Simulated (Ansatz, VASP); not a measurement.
Two plane-wave programs on GaN

```xyz
4
Lattice="3.1890 0.0000 0.0000 -1.5945 2.7618 0.0000 0.0000 0.0000 5.1850" Properties=species:S:1:pos:R:3 pbc="T T T"
Ga    0.0000    1.8412    0.0000
Ga    1.5945    0.9206    2.5925
N     0.0000    1.8412    1.9547
N     1.5945    0.9206    4.5472
```

Alike in both runs: task single point; functional r2SCAN; k mesh 9 × 9 × 6; no spin polarisation.

|  | VASP | Ansatz |
| --- | --- | --- |
| version | VASP 6.6.1 | Ansatz 0.2.0 |
| potentials or method | VASP PAW PBE potentials, release 64 (Ga_d, N) | scalar-relativistic, plane waves, PAW |
| plane-wave cutoff (eV) | 520 | 500 |
| occupations | gaussian, width 0.01 eV | fixed |
| valence electrons in the cell | 36 | 36 |

Ansatz gave:

- gap on the k mesh at the Fermi level (eV): 2.33
- least direct gap on the mesh (eV): 2.33

Task: Which values does VASP return?

Result: gap on the k mesh at the Fermi level (eV): 2.32; least direct gap on the mesh (eV): 2.32.

Caveats: the PAW data sets were made with another functional, which shifts forces and pressure a little (VASP). r2SCAN opens gaps a little over a GGA but as a rule still falls short of measured ones.
